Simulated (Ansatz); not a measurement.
## SiO2: single point with PBE

Crystal: SiO2.

```
CELL_PARAMETERS angstrom
-4.47204 4.47204 2.61177
4.47204 -4.47204 2.61177
4.47204 4.47204 -2.61177
ATOMIC_POSITIONS crystal
Si 0.82311 0.82311 0.64622
Si 0.17689 0.82311 0.00000
Si 0.82311 0.17689 0.00000
Si 0.17689 0.17689 0.35378
O 0.00000 0.79145 0.79145
O 0.20855 0.00000 0.20855
O 0.79145 0.00000 0.79145
O 0.00000 0.20855 0.20855
O 0.00000 0.00000 0.50000
O 0.50000 0.00000 0.00000
O 0.00000 0.50000 0.00000
O 0.50000 0.50000 0.50000
```

The cell comes from a database or a generator and needn't be the stable form of this composition.

- Program: Ansatz 0.2.0
- Task: single point
- Functional: PBE
- Potentials or basis: Ansatz PAW
- Cutoff: 800 eV
- Density cutoff: 3200 eV
- k mesh: 6 × 6 × 6
- Occupations: fermi-dirac, width 0.05 eV
- Spin: no spin polarisation

The pressure is 3.7 GPa, the largest force is 0.216 eV/Å and the band gap on the k mesh is 5.46 eV, indirect (least direct gap 5.46 eV).

Forces on the atoms (eV/Å):
```
Si   0.032  0.032  0.000
Si   0.032 -0.032  0.000
Si  -0.032  0.032  0.000
Si  -0.032 -0.032  0.000
O   -0.216  0.000  0.000
O    0.000  0.216  0.000
O    0.000 -0.216  0.000
O    0.216  0.000  0.000
O    0.000  0.000  0.000
O    0.000  0.000  0.000
O    0.000  0.000  0.000
O    0.000  0.000  0.000
```

Stress tensor (GPa, compression positive):
```
3.58 0.00 0.00
0.00 3.58 0.00
0.00 0.00 3.81
```

Levels at points of the mesh, in eV from the valence-band top:
```
              k point  band 30  band 31  band 32  band 33  band 34  band 35
   (0.00, 0.00, 0.00)    -0.66    -0.01    -0.01     5.46     8.38     8.62
  (0.00, 0.00, -0.50)    -0.37    -0.37    -0.24     6.61     6.96     8.70
  (0.00, -0.50, 0.00)    -0.77    -0.59    -0.24     7.69     7.76     8.66
(-0.50, -0.50, -0.50)    -0.17     0.00     0.00     7.64     7.66     7.66
```

Run time: 14 s on 4 threads of Arm Neoverse V2, with other jobs on the host, peak memory 1.2 GiB.

A k mesh can miss the band edges.
